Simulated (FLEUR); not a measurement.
A run of FLEUR MaX-R8.1 (later development tree) is set up as follows.

Contents of inp.xml:

```xml
<?xml version="1.0" encoding="UTF-8" standalone="no"?>
<fleurInput fleurInputVersion="0.39">
   <comment>
      HfC                                                                                                 
   </comment>
   <calculationSetup>
      <cutoffs Kmax="4.62" Gmax="14.3" GmaxXC="14.3" numbands="0"/>
      <scfLoop itmax="60" minDistance="0.00001" maxIterBroyd="15" imix="Anderson" alpha="0.05" precondParam="0.0" spinf="2.0" sdNocoIR="T"/>
      <coreElectrons ctail="F" frcor="F" kcrel="0" coretail_lmax="0"/>
      <xcFunctional name="LibXC" relativisticCorrections="F">
         <LibXCName exchange="mgga_x_r2scan" correlation="mgga_c_r2scan"/>
         <AuxGGA exchange="117" correlation="130"/>
      </xcFunctional>
      <magnetism jspins="1"/>
      <soc l_soc="F" theta="0.0" phi="0.0" spav="F"/>
      <expertModes spex="0" secvar="F"/>
      <geometryOptimization l_f="F" forcealpha="1.0" forcemix="BFGS" epsdisp="0.00001" epsforce="0.00001"/>
      <ldaU l_linMix="F" mixParam="0.05" spinf="1.0"/>
   </calculationSetup>
   <cell>
      <bzIntegration valenceElectrons="30.0" mode="hist" fermiSmearingEnergy="0.00183747">
         <kPointListSelection listName="default-1"/>
         <!-- k-points included here -->
         <xi:include xmlns:xi="http://www.w3.org/2001/XInclude" href="kpts.xml"> </xi:include>
      </bzIntegration>
      <!-- symmetry operations included here -->
      <xi:include xmlns:xi="http://www.w3.org/2001/XInclude" href="sym.xml"> </xi:include>
      <bulkLattice scale="1.0">
         <bravaisMatrix>
            <row-1>    0.0000000000000000     4.3936132396950001     4.3936132396950001</row-1>
            <row-2>    4.3936132396950001     0.0000000000000000     4.3936132396950001</row-2>
            <row-3>    4.3936132396950001     4.3936132396950001     0.0000000000000000</row-3>
         </bravaisMatrix>
      </bulkLattice>
   </cell>
   <atomSpecies>
      <species name="Hafnium (Hf)" element="Hf" atomicNumber="72">
         <mtSphere radius="2.51" gridPoints="829" logIncrement="0.016"/>
         <atomicCutoffs lmax="10" lnonsphr="8"/>
         <electronConfig flipSpins="F">
            <coreConfig>(1s1/2) (2s1/2) (2p1/2) (2p3/2) (3s1/2) (3p1/2) (3p3/2) (4s1/2) (3d3/2) (3d5/2) (4p1/2) (4p3/2) (4d3/2) (4d5/2)</coreConfig>
            <valenceConfig>(5s1/2) (5p1/2) (5p3/2) (6s1/2) (4f5/2) (4f7/2) (5d3/2) (5d5/2)</valenceConfig>
            <stateOccupation state="(5d3/2)" spinUp="0.400000" spinDown="0.400000"/>
            <stateOccupation state="(5d5/2)" spinUp="0.600000" spinDown="0.600000"/>
         </electronConfig>
         <energyParameters s="6" p="6" d="5" f="4"/>
         <lo type="SCLO" l="0" n="5" eDeriv="0"/>
         <lo type="SCLO" l="1" n="5" eDeriv="0"/>
         <lo type="SCLO" l="2" n="5" eDeriv="2"/>
         <lo type="SCLO" l="3" n="4" eDeriv="2"/>
      </species>
      <species name="Carbon (C)" element="C" atomicNumber="6">
         <mtSphere radius="1.56" gridPoints="517" logIncrement="0.02"/>
         <atomicCutoffs lmax="8" lnonsphr="6"/>
         <electronConfig flipSpins="F">
            <coreConfig>(1s1/2)</coreConfig>
            <valenceConfig>(2s1/2) (2p1/2) (2p3/2)</valenceConfig>
            <stateOccupation state="(2p1/2)" spinUp="0.333333" spinDown="0.333333"/>
            <stateOccupation state="(2p3/2)" spinUp="0.666667" spinDown="0.666667"/>
         </electronConfig>
         <energyParameters s="2" p="2" d="3" f="4"/>
         <lo type="SCLO" l="0" n="2" eDeriv="2"/>
         <lo type="SCLO" l="1" n="2" eDeriv="2"/>
         <lo type="SCLO" l="2" n="3" eDeriv="2"/>
      </species>
   </atomSpecies>
   <atomGroups>
      <atomGroup species="Hafnium (Hf)">
         <relPos label="                   1">1.000/2.000 1.000/2.000 1.000/2.000</relPos>
         <force calculate="T" relaxXYZ="TTT"/>
      </atomGroup>
      <atomGroup species="Carbon (C)">
         <relPos label="                   2">.0000000000 .0000000000 .0000000000</relPos>
         <force calculate="T" relaxXYZ="TTT"/>
      </atomGroup>
   </atomGroups>
   <output dos="F" band="F" slice="F">
      <checks vchk="F" cdinf="F"/>
      <bandDOS minEnergy="-.5*Htr" maxEnergy="0.5*Htr" sigma="0.015" storeEVData="T"/>
      <vacuumDOS vacdos="F" integ="F" star="F" nstars="0" locx1="0.0" locy1="0.0" locx2="0.0" locy2="0.0" nstm="0" tworkf="0.0"/>
      <unfoldingBand unfoldBand="F" supercellX="1" supercellY="1" supercellZ="1"/>
      <plotting iplot="0" polar="F">
         <plot TwoD="T" vec1="  1.0  0.0  0.0" vec2="  0.0  1.0  0.0" vec3="  0.0  0.0  1.0" zero="  0.0  0.0  0.0" file="plot"/>
      </plotting>
      <chargeDensitySlicing numkpt="0" minEigenval="0.0" maxEigenval="0.0" nnne="0" pallst="F"/>
      <specialOutput eonly="F"/>
      <moessbauerParams electricFieldGradient="T" isomerShift="T" coreHyperfine="T" valenceHyperfine="T"/>
      <magneticCircularDichroism mcd="F" energyLo="-10.0" energyUp="0.0"/>
   </output>
  <!-- We include the file relax.xml here to enable relaxations (see documentation) -->
  <xi:include xmlns:xi="http://www.w3.org/2001/XInclude" href="relax.xml"> <xi:fallback/> </xi:include>
</fleurInput>
```

File crystal.txt:

```
HfC
&input cartesian=F /
0.0000000000  2.3250000000  2.3250000000
2.3250000000  0.0000000000  2.3250000000
2.3250000000  2.3250000000  0.0000000000
1.8897261246
1.0 1.0 1.0

2
72 0.5000000000  0.5000000000  0.5000000000
6 0.0000000000  0.0000000000  0.0000000000

&kpt div1=10 div2=10 div3=10 gamma=T /
```

The input inp.xml (bands):

```
<?xml version="1.0" encoding="UTF-8" standalone="no"?>
<fleurInput fleurInputVersion="0.39">
   <comment>
      HfC                                                                                                 
   </comment>
   <calculationSetup>
      <cutoffs Kmax="4.62" Gmax="14.3" GmaxXC="14.3" numbands="0"/>
      <scfLoop itmax="60" minDistance="0.00001" maxIterBroyd="15" imix="Anderson" alpha="0.05" precondParam="0.0" spinf="2.0" sdNocoIR="T"/>
      <coreElectrons ctail="F" frcor="F" kcrel="0" coretail_lmax="0"/>
      <xcFunctional name="LibXC" relativisticCorrections="F">
         <LibXCName exchange="mgga_x_r2scan" correlation="mgga_c_r2scan"/>
         <AuxGGA exchange="117" correlation="130"/>
      </xcFunctional>
      <magnetism jspins="1"/>
      <soc l_soc="F" theta="0.0" phi="0.0" spav="F"/>
      <expertModes spex="0" secvar="F"/>
      <geometryOptimization l_f="F" forcealpha="1.0" forcemix="BFGS" epsdisp="0.00001" epsforce="0.00001"/>
      <ldaU l_linMix="F" mixParam="0.05" spinf="1.0"/>
   </calculationSetup>
   <cell>
      <bzIntegration valenceElectrons="30.0" mode="hist" fermiSmearingEnergy="0.00183747">
         <kPointListSelection listName="path-1"/>
         <!-- k-points included here -->
         <xi:include xmlns:xi="http://www.w3.org/2001/XInclude" href="kpts.xml"> </xi:include>
      </bzIntegration>
      <!-- symmetry operations included here -->
      <xi:include xmlns:xi="http://www.w3.org/2001/XInclude" href="sym.xml"> </xi:include>
      <bulkLattice scale="1.0">
         <bravaisMatrix>
            <row-1>    0.0000000000000000     4.3936132396950001     4.3936132396950001</row-1>
            <row-2>    4.3936132396950001     0.0000000000000000     4.3936132396950001</row-2>
            <row-3>    4.3936132396950001     4.3936132396950001     0.0000000000000000</row-3>
         </bravaisMatrix>
      </bulkLattice>
   </cell>
   <atomSpecies>
      <species name="Hafnium (Hf)" element="Hf" atomicNumber="72">
         <mtSphere radius="2.51" gridPoints="829" logIncrement="0.016"/>
         <atomicCutoffs lmax="10" lnonsphr="8"/>
         <electronConfig flipSpins="F">
            <coreConfig>(1s1/2) (2s1/2) (2p1/2) (2p3/2) (3s1/2) (3p1/2) (3p3/2) (4s1/2) (3d3/2) (3d5/2) (4p1/2) (4p3/2) (4d3/2) (4d5/2)</coreConfig>
            <valenceConfig>(5s1/2) (5p1/2) (5p3/2) (6s1/2) (4f5/2) (4f7/2) (5d3/2) (5d5/2)</valenceConfig>
            <stateOccupation state="(5d3/2)" spinUp="0.400000" spinDown="0.400000"/>
            <stateOccupation state="(5d5/2)" spinUp="0.600000" spinDown="0.600000"/>
         </electronConfig>
         <energyParameters s="6" p="6" d="5" f="4"/>
         <lo type="SCLO" l="0" n="5" eDeriv="0"/>
         <lo type="SCLO" l="1" n="5" eDeriv="0"/>
         <lo type="SCLO" l="2" n="5" eDeriv="2"/>
         <lo type="SCLO" l="3" n="4" eDeriv="2"/>
      </species>
      <species name="Carbon (C)" element="C" atomicNumber="6">
         <mtSphere radius="1.56" gridPoints="517" logIncrement="0.02"/>
         <atomicCutoffs lmax="8" lnonsphr="6"/>
         <electronConfig flipSpins="F">
            <coreConfig>(1s1/2)</coreConfig>
            <valenceConfig>(2s1/2) (2p1/2) (2p3/2)</valenceConfig>
            <stateOccupation state="(2p1/2)" spinUp="0.333333" spinDown="0.333333"/>
            <stateOccupation state="(2p3/2)" spinUp="0.666667" spinDown="0.666667"/>
         </electronConfig>
         <energyParameters s="2" p="2" d="3" f="4"/>
         <lo type="SCLO" l="0" n="2" eDeriv="2"/>
         <lo type="SCLO" l="1" n="2" eDeriv="2"/>
         <lo type="SCLO" l="2" n="3" eDeriv="2"/>
      </species>
   </atomSpecies>
   <atomGroups>
      <atomGroup species="Hafnium (Hf)">
         <relPos label="                   1">1.000/2.000 1.000/2.000 1.000/2.000</relPos>
         <force calculate="T" relaxXYZ="TTT"/>
      </atomGroup>
      <atomGroup species="Carbon (C)">
         <relPos label="                   2">.0000000000 .0000000000 .0000000000</relPos>
         <force calculate="T" relaxXYZ="TTT"/>
      </atomGroup>
   </atomGroups>
   <output dos="F" band="T" slice="F">
      <checks vchk="F" cdinf="F"/>
      <bandDOS minEnergy="-.5*Htr" maxEnergy="0.5*Htr" sigma="0.015" storeEVData="T"/>
      <vacuumDOS vacdos="F" integ="F" star="F" nstars="0" locx1="0.0" locy1="0.0" locx2="0.0" locy2="0.0" nstm="0" tworkf="0.0"/>
      <unfoldingBand unfoldBand="F" supercellX="1" supercellY="1" supercellZ="1"/>
      <plotting iplot="0" polar="F">
         <plot TwoD="T" vec1="  1.0  0.0  0.0" vec2="  0.0  1.0  0.0" vec3="  0.0  0.0  1.0" zero="  0.0  0.0  0.0" file="plot"/>
      </plotting>
      <chargeDensitySlicing numkpt="0" minEigenval="0.0" maxEigenval="0.0" nnne="0" pallst="F"/>
      <specialOutput eonly="F"/>
      <moessbauerParams electricFieldGradient="T" isomerShift="T" coreHyperfine="T" valenceHyperfine="T"/>
      <magneticCircularDichroism mcd="F" energyLo="-10.0" energyUp="0.0"/>
   </output>
  <!-- We include the file relax.xml here to enable relaxations (see documentation) -->
  <xi:include xmlns:xi="http://www.w3.org/2001/XInclude" href="relax.xml"> <xi:fallback/> </xi:include>
</fleurInput>
```

Potentials or basis: all-electron, FLAPW.

Run with:

```bash
$ inpgen -f crystal.txt -profile fastHighL
$ # inp.xml edited to the form shown
$ fleur_MPI
$ fleur_MPI   # second run, on inp.xml (bands)
```

Task: What does it give for the band gap along the path?

Result: None (metal or under the smearing width).

Levels at the corners of the path, in eV from the Fermi level:
| point | band 11 | band 12 | band 13 | band 14 | band 15 | band 16 | band 17 | band 18 | band 19 | band 20 |
| --- | --- | --- | --- | --- | --- | --- | --- | --- | --- | --- |
| Γ | -11.56 | -11.56 | 0.97 | 0.97 | 0.97 | 1.51 | 1.51 | 1.51 | 3.44 | 3.44 |
| X | -11.59 | -11.27 | -2.90 | -1.74 | -0.23 | -0.23 | 5.36 | 6.95 | 6.95 | 9.05 |
| W | -11.59 | -10.41 | -3.21 | -2.94 | -2.94 | 3.86 | 3.86 | 6.96 | 7.37 | 8.42 |
| K | -11.58 | -10.49 | -3.71 | -3.00 | -1.86 | 1.71 | 6.00 | 6.44 | 8.49 | 8.51 |
| Γ | -11.56 | -11.56 | 0.97 | 0.97 | 0.97 | 1.51 | 1.51 | 1.51 | 3.44 | 3.44 |
| L | -11.56 | -9.23 | -6.42 | -3.26 | -3.26 | 5.53 | 5.53 | 6.08 | 6.91 | 11.80 |
| U | -11.58 | -10.49 | -3.71 | -3.00 | -1.86 | 1.71 | 6.00 | 6.44 | 8.49 | 8.51 |
| W | -11.59 | -10.41 | -3.21 | -2.94 | -2.94 | 3.86 | 3.86 | 6.96 | 7.37 | 8.42 |
| L | -11.56 | -9.23 | -6.42 | -3.26 | -3.26 | 5.53 | 5.53 | 6.08 | 6.91 | 11.80 |
| K | -11.58 | -10.49 | -3.71 | -3.00 | -1.86 | 1.71 | 6.00 | 6.44 | 8.49 | 8.51 |
| U | -11.58 | -10.49 | -3.71 | -3.00 | -1.86 | 1.71 | 6.00 | 6.44 | 8.49 | 8.51 |
| X | -11.59 | -11.27 | -2.90 | -1.74 | -0.23 | -0.23 | 5.36 | 6.95 | 6.95 | 9.05 |

Caveat: the meta-GGA is that of a development version, with a GGA for the radial functions and cores and without core tails; spin-orbit coupling is left out, which moves the levels of the heavy elements.
